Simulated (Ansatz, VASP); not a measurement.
**One calculation of Sb, two programs**

Contents of INCAR:

```
ALGO = Normal ; EDIFF = 1E-6
ENCUT = 520 ; GGA = PS
ISIF = 2 ; ISMEAR = -1
LASPH = True ; LCHARG = False
LREAL = False ; LWAVE = False
NBANDS = 8 ; NELM = 80
PREC = Accurate ; SIGMA = 0.03
```

The input KPOINTS:

```
k-points
0
Gamma
  14 14 14
```

File POSCAR:

```
Sb
1.0
    0.0000000000      2.3353324258      2.3353324258
    2.3353324258      0.0000000000      2.3353324258
    2.3353324258      2.3353324258      0.0000000000
Sb
1
Direct
    0.0000000000      0.0000000000      0.0000000000
```

Input for Ansatz:

```yaml
crystal:
  lattice:
    - [0.0, 2.3353324258, 2.3353324258]
    - [2.3353324258, 0.0, 2.3353324258]
    - [2.3353324258, 2.3353324258, 0.0]
  atoms:
    - { symbol: Sb, position: [0.0, 0.0, 0.0] }
kpoints:
  mp_grid: { grid: [14, 14, 14] }
  band_path:
    path:
      - [0.0, 0.0, 0.0]
      - [0.5, 0.0, 0.5]
      - [0.625, 0.25, 0.625]
      - [0.375, 0.375, 0.75]
      - [0.0, 0.0, 0.0]
      - [0.5, 0.5, 0.5]
      - [0.5, 0.25, 0.75]
      - [0.5, 0.0, 0.5]
    npoints: 5
scf:
  occupations: { method: fermi_dirac, width: 0.03 }
hamiltonian:
  xc: pbesol
  pseudopotentials: { kind: all_electron, lapw: { basis_error: 0.00025 } }
output:
  forces: true
  stress: true
  eigenvalues: true
```

Change from the starting cell: volume scaled by 1.04.

Alike in both runs: task single point; functional PBEsol; k mesh 14 × 14 × 14; occupations fermi-dirac, width 0.03 eV; no spin polarisation.

|  | VASP | Ansatz |
| --- | --- | --- |
| version | VASP 6.6.1 | Ansatz 0.2.0 |
| potentials or method | VASP PAW PBE potentials, release 64 (Sb) | all-electron LAPW, scalar-relativistic |
| plane-wave cutoff (eV) | 520 | see its input |

```csv
,VASP,Ansatz,Ansatz less VASP
pressure (GPa),1.8,1.9,+0.01
```

Ansatz ran all-electron here, so the differences hold the error of VASP's frozen core and of both bases.

Caveats: the PAW data sets were made with another functional, which shifts forces and pressure a little (VASP). Spin-orbit coupling is left out, which matters for the levels of Sb.
